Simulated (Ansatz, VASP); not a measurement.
# Cross-check of C between VASP and Ansatz

Wanted: the spread between two codes on one cell, functional and k mesh.

Main program and level: Ansatz 0.2.0; plane waves, with VASP 6.6.1 beside it; single point at PBEsol.

The database entry behind the starting cell differs from later determinations by our own check (about 0.1 % long), so it need not match the best structure at ambient conditions.

### 1. The structure

The structure is cubic, space group Fd-3m (No. 227). The conventional cell has a = 3.572 Å, b = 3.572 Å, c = 3.572 Å, α = 90.00°, β = 90.00°, γ = 90.00°. Nearest to C lie 4 C at 1.55 Å.

### 2. Ansatz: single point, PBEsol

Ansatz runs on its default PAW (the set named soft_2) files.

A single point gives forces, pressure and levels at one fixed geometry, so differences don't come from the geometry; what else differs is listed under the comparison.

Contents of input.yaml:

```yaml
crystal:
  lattice:
    - [0.0, 1.785811, 1.785811]
    - [1.785811, 0.0, 1.785811]
    - [1.785811, 1.785811, 0.0]
  atoms:
    - { symbol: C, position: [0.0, 0.0, 0.0] }
    - { symbol: C, position: [0.25, 0.25, 0.25] }
hamiltonian:
  xc: pbesol
  pseudopotentials: { kind: paw }
kpoints:
  mp_grid: { grid: [14, 14, 14] }
scf:
  occupations: { method: gaussian, width: 0.05 }
  n_extra_bands: 4
output:
  forces: true
  stress: true
  eigenvalues: true
```

Started as:

```
$ ansatz run input.yaml --threads 2 --pin off --max-ram 4608MiB --backend cpu --events-out ev --progress --plain --runs-dir out
```

Numbers of over 12 decimals in the logs are rounded to 6 here.

Log:

```text
scf.n_extra_bands = 4 over 4 filled bands (N_el = 8.0): the run solves 8 bands
Engine: ansatz 0.2.0, x86_64-unknown-linux-gnu
Pseudopotentials: kind: paw
Pseudopotential: C, paw, valence charge 4, recommended cutoff 420 eV (normal), C.paw.azcp
Functional definition: PBEsol
  exchange = pbesol_x
  correlation = pbesol_c
Crystal: 2 atoms, lattice volume = 11.390 Å³
Basis set: ecut = 420 eV, 229 PW (Γ), exchange–correlation on 36×36×36 points (8 copies of the dense FFT grid, shifted against one another)
Bands: 8, of which v1, the nominal top of the filled ones, is band 4 counted from 1 (3 counted from 0)
Symmetry: 48 space group operations
Space group: Fd-3m (ITA 227), of the structure as read, at distance tolerance 2.2e-5 Å
k-points: 104 of 2744
Non-local potential: C, projectors of the file, l = 0: 2, l = 1: 2, l = 2: 1
PAW form: soft (Blöchl's): semilocal exchange-correlation on the pseudo side does not see the compensation charge
PAW frozen core: C, regenerated for the run's functional, and the local potential with it (the file was generated under x = pbe(κ = 0.804, μ = 0.219515), c = pbe(β = 0.066725))
PAW one-centre angular grid: C, 110 points (default); XC on 64 Gauss nodes
Initial density: superposition of atomic densities (neutral atoms: chi_scale 0, normalization atom), corrected by the library's trained network
Initial wavefunctions: pseudopotential atomic-orbital guess
Functional: x = pbesol(κ = 0.804, μ = 0.123457), c = pbesol(β = 0.046)
SCF iter   1: F=—  HF=-493.333119 eV  |F-HF|=—  |Δ(HF+E_count)|=         —  Δρ=5.18e-3  dr2=2.53e-3  ethr=1.77e-3  ⟨swp⟩=4.8  Hψ=5396  notcnv=0
preconditioner: auto → none  [insulator: Δε(μ)=3.978 eV  Ē_g=19.520 eV  σ=0.050 eV  W_gap=1.00  n_scr=0 (ndim 8)  ℏωp=31.1 eV  f_vac=0.000  D(μ)=0.00/eV (n_scr^D=0)  ε∞_Penn≈3.5]
SCF iter   2: F=—  HF=-493.332487 eV  |F-HF|=—  |Δ(HF+E_count)|=   6.31e-4  Δρ=2.08e-3  dr2=4.03e-4  ethr=3.17e-5  ⟨swp⟩=1.1  Hψ=1693  notcnv=0
SCF iter   3: F=—  HF=-493.332417 eV  |F-HF|=—  |Δ(HF+E_count)|=   7.02e-5  Δρ=2.03e-4  dr2=2.40e-6  ethr=5.04e-6  ⟨swp⟩=2.0  Hψ=1248  notcnv=0
SCF iter   4: F=—  HF=-493.332420 eV  |F-HF|=—  |Δ(HF+E_count)|=   2.81e-6  Δρ=3.28e-5  dr2=7.90e-8  ethr=3.00e-8  ⟨swp⟩=2.0  Hψ=1248  notcnv=0
iter 5 did not close the SCF: its close was put off for the readings that it lacked (scf_convergence_deferred on its scf_iter line)
SCF iter   5: F=-493.332420 eV  HF=-493.332420 eV  |F-HF|=2.27e-10  |Δ(HF+E_count)|=   3.08e-8  Δρ=3.70e-6  dr2=6.56e-10  ethr=9.88e-10  ⟨swp⟩=2.1  Hψ=1257  notcnv=0
SCF iter   6: F=-493.332420 eV  HF=-493.332420 eV  |F-HF|=1.71e-13  |Δ(HF+E_count)|=  1.42e-10  Δρ=3.89e-8  dr2=3.07e-14  ethr=8.21e-12  ⟨swp⟩=1.0  Hψ=2569  notcnv=0
SCF 1 converged in 6 iterations: F = -493.332420 eV  dr2 = 3.07e-14
  greatest PAW one-centre occupation: 0.641 electrons in one spin orbital (limit 2), on the C atom at site 1 (counted from 0), in its partial waves of l = 0
SCF converged after 6 iterations
Free energy (F): -493.332420 eV
Harris-Foulkes:  -493.332420 eV  (|F-HF|=1.71e-13)
Internal energy: -493.332420 eV  (E = F + TS)
E sigma→0 (E₀):  -493.332420 eV
Fermi energy:    15.217052 eV
--- Per-component energies (eV) ---
  E_band       = 33.890671
  E_kinetic    = 183.631432
  E_local      = -121.928144  (includes V_loc(G=0)·N_el)
  E_nonlocal   = 53.320578
  E_hartree    = 26.362200
  E_xc         = -96.643711
  E_vxc        = -120.336299  (∫ρ·V_xc dr)
  E_paw        = -190.631254  (= ΣΔE_a)
  E_vpaw       = -13.521314  (= ΣTr[D̂ρ^β])
  E_aug_tail   = 0.000019  (compensation charges beyond the density's cutoff)
  E_ewald      = -347.485740
  E_core_change = 0.042201  (= ΣΔE_core)
  E_smearing   = -0.000000  (= −TS)
  E_closure    = -0.000000  (closes the sum)
  Σ components = -493.332420   (vs F -493.332420, Δ=0.00e0)
--- Forces (eV/Å), atoms counted from 1 ---
  atom   1  C     -0.00000000    -0.00000000     0.00000000
  atom   2  C     -0.00000000     0.00000000     0.00000000
  max |Σ_I F_I| component: 2.78e-16 eV/Å
--- Stress (GPa, compression-positive) ---
       -6.563949      -0.000000       0.000000
        0.000000      -6.563949      -0.000000
        0.000000      -0.000000      -6.563949
  P = ⅓ Tr σ = -6.5639 GPa (-65.639 kbar)
--- Band table (eV; the first three rows and the last of 104) ---
  k-point 0: bands = ["-8.2505", "13.2164", "13.2164", "13.2164", "18.7450", "18.7450", "18.7450", "26.4358"]
  k-point 1: bands = ["-8.1092", "12.2777", "12.9711", "12.9711", "19.0639", "19.0639", "19.3017", "26.5531"]
  k-point 2: bands = ["-7.6867", "10.2297", "12.4022", "12.4022", "19.8089", "19.8089", "20.2552", "26.8955"]
  k-point 103: bands = ["1.2242", "1.2242", "4.9420", "4.9420", "22.9125", "22.9125", "26.1602", "26.1602"]
```

Run time: 0.63 s. Hardware: 2 threads of Intel Xeon Platinum 8488C (Sapphire Rapids), shared host; peak memory 0.3 GiB.

Reading the cycles: dr2 is the Hartree energy of the density residual (eV), the measure of convergence; HF is the Harris–Foulkes estimate of the energy, which meets the free energy F at convergence.

The run ends at a pressure of -6.56 GPa.

### 3. VASP: single point, PBEsol

The same cell, functional, mesh and smearing now go to VASP, with its own data sets and cutoff.

Lines of VASP's logs that name or quote its potential files are left out, and so is its time.

Contents of INCAR:

```
SYSTEM = C
PREC = Accurate
ENCUT = 520
EDIFF = 1E-05
NELM = 100
ISMEAR = 0
SIGMA = 0.05
LREAL = .FALSE.
ALGO = Normal
GGA = PS
NBANDS = 10
LORBIT = 11
LWAVE = .FALSE.
LCHARG = .FALSE.
KPAR = 2
```

Contents of POSCAR:

```
C
1.0
    0.0000000000      1.7858110000      1.7858110000
    1.7858110000      0.0000000000      1.7858110000
    1.7858110000      1.7858110000      0.0000000000
C
2
Direct
    0.0000000000      0.0000000000      0.0000000000
    0.2500000000      0.2500000000      0.2500000000
```

Contents of KPOINTS:

```
Automatic mesh
0
Gamma
14 14 14
0 0 0
```

PAW data sets: C (PBE family, release 64).

Started as:

```
$ mpirun -np 2 vasp_std
```

Log:

```text
[banner, memory and clock lines left out]
running    2 mpi-ranks, on    1 nodes
 distrk:  each k-point on    1 cores,    2 groups
 distr:  one band on    1 cores,    1 groups

 POSCAR found type information on POSCAR C
 POSCAR found :  1 types and       2 ions
|                                                                             |
|               ----> ADVICE to this user running VASP <----                  |
|                                                                             |
|     You enforced a specific xc type in the INCAR file but a different       |
|     [... a line on the potential file left out ...]
|     I HOPE YOU KNOW WHAT YOU ARE DOING!                                     |
|                                                                             |

 LDA part: xc-table for (Slater+PW92), standard interpolation
 POSCAR, INCAR and KPOINTS ok, starting setup
 FFT: planning ... GRIDC
 FFT: planning ... GRID_SOFT
 FFT: planning ... GRID
 WAVECAR not read
 entering main loop
       N       E                     dE             d eps       ncg     rms          rms(c)
DAV:   1    -0.149329514103E+01   -0.14933E+01   -0.48928E+03  2162   0.791E+02
DAV:   2    -0.195882877911E+02   -0.18095E+02   -0.17505E+02  2774   0.122E+02
DAV:   3    -0.199017193047E+02   -0.31343E+00   -0.31285E+00  2464   0.132E+01
DAV:   4    -0.199023224178E+02   -0.60311E-03   -0.60306E-03  2264   0.678E-01
DAV:   5    -0.199023232097E+02   -0.79189E-06   -0.79186E-06  2364   0.235E-02    0.556E+00
DAV:   6    -0.194165319020E+02    0.48579E+00   -0.26669E-01  2176   0.379E+00    0.328E+00
DAV:   7    -0.192470364140E+02    0.16950E+00   -0.31735E-01  2250   0.418E+00    0.683E-01
DAV:   8    -0.192475249650E+02   -0.48855E-03   -0.66366E-03  2192   0.691E-01    0.285E-02
DAV:   9    -0.192475408429E+02   -0.15878E-04   -0.15860E-05  2530   0.381E-02    0.205E-02
DAV:  10    -0.192475486171E+02   -0.77742E-05   -0.34208E-06  1528   0.178E-02
   1 F= -.19247549E+02 E0= -.19247549E+02  d E =-.138662E-11
```

From OUTCAR (step 3):

```text
ion  position               nearest neighbor table
   1  0.000  0.000  0.000-   2 1.55   2 1.55   2 1.55   2 1.55
   2  0.250  0.250  0.250-   1 1.55   1 1.55   1 1.55   1 1.55

  LATTYP: Found a face centered cubic cell.
 ALAT       =     3.5716220000

 Subroutine GETGRP returns: Found 48 space group operations
 (whereof 24 operations were pure point group operations)

The static configuration has the point symmetry T_d .
 The point group associated with its full space group is O_h .

 Found    104 irreducible k-points:

   k-points           NKPTS =    104   k-points in BZ     NKDIM =    104   number of bands    NBANDS=     10

   dimension x,y,z NGX =    20 NGY =   20 NGZ =   20
   dimension x,y,z NGXF=    40 NGYF=   40 NGZF=   40

   ENCUT  =  520.0 eV  38.22 Ry    6.18 a.u.   4.70  4.70  4.70*2*pi/ulx,y,z

   NELECT =       8.0000    total number of electrons

 k-points in reciprocal lattice and weights: Automatic mesh
   0.00000000  0.00000000  0.00000000       0.000
   0.07142857  0.00000000  0.00000000       0.003
   0.14285714  0.00000000  0.00000000       0.003
   0.21428571  0.00000000  0.00000000       0.003
   0.28571429  0.00000000  0.00000000       0.003
   0.35714286  0.00000000  0.00000000       0.003
   0.42857143  0.00000000  0.00000000       0.003
   0.50000000  0.00000000  0.00000000       0.001
   0.07142857  0.07142857  0.00000000       0.002
[...]
-0.28571429  0.42857143  0.21428571       0.009
  -0.28571429  0.50000000  0.21428571       0.004

 average (electrostatic) potential at core
       1 -45.5394       2 -45.5394

 E-fermi :   9.8559

 k-point     1 :       0.0000    0.0000    0.0000
  band No.  band energies     occupation
      1     -11.8167      2.00000
      2       9.6503      2.00000
      3       9.6503      2.00000
      4       9.6503      2.00000
      5      15.1783      0.00000
      6      15.1783      0.00000
      7      15.1783      0.00000
      8      22.9257      0.00000
      9      28.5542      0.00000
    ...

 k-point     2 :       0.0714    0.0000    0.0000
  band No.  band energies     occupation
      1     -11.6753      2.00000
      2       8.7130      2.00000
      3       9.4061      2.00000
      4       9.4061      2.00000
      5      15.4974      0.00000
      6      15.4974      0.00000
      7      15.7351      0.00000
      8      23.0423      0.00000
      9      28.7988      0.00000
    ...

 k-point     3 :       0.1429    0.0000    0.0000
  band No.  band energies     occupation
      1     -11.2525      2.00000
      2       6.6648      2.00000
      3       8.8385      2.00000
      4       8.8385      2.00000
      5      16.2436      0.00000
      6      16.2436      0.00000
      7      16.6930      0.00000
      8      23.3810      0.00000
      9      29.3700      0.00000
    ...

  Total       -0.3941772     -0.3941772     -0.3941772      0.0000000     -0.0000000      0.0000000
  in kB      -55.4454055    -55.4454055    -55.4454055      0.0000000     -0.0000000      0.0000000
  external PRESSURE =     -55.4454055 kB  Pullay stress =       0.0000000 kB

  energy-cutoff  :      520.00
  volume of cell :       11.39
      direct lattice vectors                 reciprocal lattice vectors
     0.000000000  1.785811000  1.785811000    -0.279984836  0.279984836  0.279984836
     1.785811000  0.000000000  1.785811000     0.279984836 -0.279984836  0.279984836
     1.785811000  1.785811000  0.000000000     0.279984836  0.279984836 -0.279984836

 POSITION                                       TOTAL-FORCE (eV/Angst)
 -----------------------------------------------------------------------------------
      0.00000      0.00000      0.00000         0.000000      0.000000      0.000000
      0.89291      0.89291      0.89291        -0.000000     -0.000000     -0.000000
 -----------------------------------------------------------------------------------
    total drift:                                0.000000      0.000000      0.000000

  FREE ENERGIE OF THE ION-ELECTRON SYSTEM (eV)
  ---------------------------------------------------
  free  energy   TOTEN  =       -19.2475486171 eV

  energy  without entropy=      -19.2475486171  energy(sigma->0) =      -19.24754862

 total charge
# of ion       s       p       d       tot
------------------------------------------
    1        0.823   1.738   0.000   2.561
    2        0.823   1.738   0.000   2.561
--------------------------------------------------
tot          1.646   3.476   0.000   5.122

[... 3 further parts left out ...]
```

The run ends at a pressure of -5.54 GPa.

### 4. Differences

Known differences besides the potentials themselves: the cutoff is 420 eV in Ansatz and 520 eV in VASP; Ansatz makes its cores anew for this functional, VASP keeps those of its PBE data sets; VASP leaves aspherical gradient terms in its spheres out (LASPH is not set), Ansatz keeps them. Total energies have different zeros and are not compared.

The two programs side by side:

```csv
quantity,Ansatz,VASP,difference
pressure (GPa),-6.56,-5.54,-1.02
pressure without Ansatz's Pulay correction (GPa),-7.60,-5.54,-2.06
gap on the k mesh (eV),4.002,3.997,+0.005
```

A gap on the mesh is an upper bound, since the band edges may lie between its points. Ansatz's pressure holds a Pulay correction of 1.04 GPa; VASP's holds none.

### 5. Other set-ups

Further runs change the set-up of one program: Ansatz's method, potentials or start, or VASP's data sets, cutoff or form of LDA. The table gives Ansatz less VASP for each quantity, since a change that brings one quantity closer may part another.

```csv
run,pressure (GPa),gap on the k mesh (eV),pressure without Ansatz's Pulay correction (GPa)
as above,-1.0,0.0051,-2.1
cores kept as stored,-0.83,0.0053,-1.9
Ansatz's larger PAW set (cutoff 800 eV),-0.93,0.0051,-1.1
norm-conserving potentials (cutoff 1116 eV),0.72,0.039,0.51
```

### 6. What came out

- difference in pressure (single point, PBEsol): -1.0 GPa

What this shows: The difference in pressure is -1.0 GPa (single point, PBEsol), at about the 1 GPa picked in this series as the mark of a large difference. Single point, PBEsol, Ansatz's larger PAW set (cutoff 800 eV): the difference in pressure without Ansatz's Pulay correction goes from -2.1 to -1.1 GPa. Single point, PBEsol, norm-conserving potentials (cutoff 1116 eV): the difference in pressure goes from -1.0 to 0.72 GPa; the difference in gap on the k mesh goes from 0.0051 to 0.039 eV; the difference in pressure without Ansatz's Pulay correction goes from -2.1 to 0.51 GPa. 1 further run of this series is not shown here. How closely two codes agree says nothing of how well the functional describes the real material.

[Lines on the potential files, build, host, timing and source positions are cut from VASP's logs without a mark.]

[Logs are printed without paths, hosts, clocks, repeated set-up lines and the standing remarks that a program may print on its own settings, such as how far it seeks lower states.]

[Hosts, paths, dates, database ids (printed as entryN), source tags and the programs' standing remarks are cut or masked in the printed files.]
